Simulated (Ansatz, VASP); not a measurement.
Al: VASP beside Ansatz

File INCAR:

```
ALGO = Normal ; EDIFF = 1E-6
ENCUT = 520 ; GGA = RE
ISIF = 2 ; ISMEAR = -1
LASPH = T ; LCHARG = F
LREAL = F ; LWAVE = F
NBANDS = 8 ; NELM = 100
PREC = Accurate ; SIGMA = 0.1
```

KPOINTS

```
k-points
0
Gamma
  22 22 22
```

POSCAR

```
Al
1.0
    0.0000000000      2.0562538742      2.0562538742
    2.0562538742      0.0000000000      2.0562538742
    2.0562538742      2.0562538742      0.0000000000
Al
1
Direct
    0.0000000000      0.0000000000      0.0000000000
```

Input for Ansatz:

```yaml
crystal:
  lattice:
    - [0.0, 2.0562538742, 2.0562538742]
    - [2.0562538742, 0.0, 2.0562538742]
    - [2.0562538742, 2.0562538742, 0.0]
  atoms:
    - { symbol: Al, position: [0.0, 0.0, 0.0] }
hamiltonian:
  xc: revpbe
  pseudopotentials:
    kind: paw
    azcp:
      Al: "pseudopotentials/Al.paw.azcp"
basis:
  ecutwfc: 420
  fft_grid_basis: typed
kpoints:
  mp_grid: { grid: [22, 22, 22], shift: [0, 0, 0] }
magnetization:
  spin_polarized: false
scf:
  occupations: { method: fermi_dirac, width: 0.1 }
output:
  stress: true
```

Alike in both runs: task single point; functional revPBE; k mesh 22 × 22 × 22; occupations fermi-dirac, width 0.1 eV; no spin polarisation.

```csv
,VASP,Ansatz
version,VASP 6.6.1,Ansatz 0.2.0
potentials or method,"VASP PAW PBE potentials, release 64 (Al)","plane waves (420 eV) with PAW, scalar-relativistic"
plane-wave cutoff (eV),520,420
valence electrons in the cell,3,3
```

|  | VASP | Ansatz | Ansatz less VASP |
| --- | --- | --- | --- |
| pressure (GPa) | -2.8 | -2.7 | +0.15 |

Caveats: the PAW data sets were made with another functional, which shifts forces and pressure a little (VASP).
